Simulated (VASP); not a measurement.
Write the native input for VASP 6.6.1 that does the following.

| Quantity | Value |
| --- | --- |
| Task | relaxation of cell and atoms |
| Functional | PBEsol |
| Dispersion | D3(BJ) |
| Potentials or basis | VASP PAW PBE potentials, release 64 (P) |
| Cutoff | 520 eV |
| k mesh | 15 × 15 × 15 |
| Occupations | gaussian, width 0.1 eV |
| Spin | no spin polarisation |
| Target pressure | 12.5 GPa |
| Further INCAR settings | ALGO = Normal; EDIFF = 1e-07; IBRION = 2; EDIFFG = -0.15; NSW = 80; ISIF = 3 |
| Target pressure | 12.5 GPa |

The structure of P lies in POSCAR:

```
P                                       
1.0
    1.6500578608      0.9526613527      2.7106416232
   -1.6500578608      0.9526613527      2.7106416232
    0.0000000000     -1.9053226955      2.7106416230
  P             
     2
Direct
     0.2438885637961548    0.2438885637961548    0.2438885637980022
     0.7561114362038452    0.7561114362038452    0.7561114362019978
```

This isn't the form of P at room conditions, which is orthorhombic.

The input as run:

INCAR

```
SYSTEM = P
  PREC = Accurate
  ENCUT = 520
  EDIFF = 1E-7
  ISMEAR = 0
  SIGMA = 0.1
  LREAL = .False.
  LASPH = .True.
  NELM = 80
  ALGO = Normal
  ISIF = 3
  LWAVE = .False.
  LCHARG = .False.
  GGA = PS
  IVDW = 12
  IBRION = 2
  NSW = 80
  EDIFFG = -0.15
  PSTRESS = 125.0
```

KPOINTS

```
Automatic mesh
0
Gamma
  15 15 15
  0 0 0
```

Potentials or basis: VASP PAW PBE potentials, release 64 (P).

Launch:

```bash
$ cat potpaw_PBE.64/P/POTCAR > POTCAR
$ mpirun -np 1 vasp_std > vasp.out
```

Results of the run:

```yaml
Pressure_after_relaxing: 11.9 GPa
Largest_force_after_relaxing: 0.096 eV/Å
Band_gap_on_the_k_mesh: none (metal or under the smearing width)
Dispersion_energy_per_atom: -0.444 eV
```

Caveat: the relaxation stopped at its first step, so nothing moved; the cell is relaxed towards a set pressure, so the enthalpy falls and the energy may rise; the PAW data sets were made with another functional, which shifts forces and pressure a little; pairwise dispersion overbinds metals, which lowers pressure and volume; the relaxation stopped at a loose force limit of 0.15 eV/Å, so its end isn't a converged minimum.

It took 44 s on 1 thread of Intel(R) Xeon(R) Platinum 8488C (Sapphire Rapids) (shared host), peak memory 0.21 GiB.
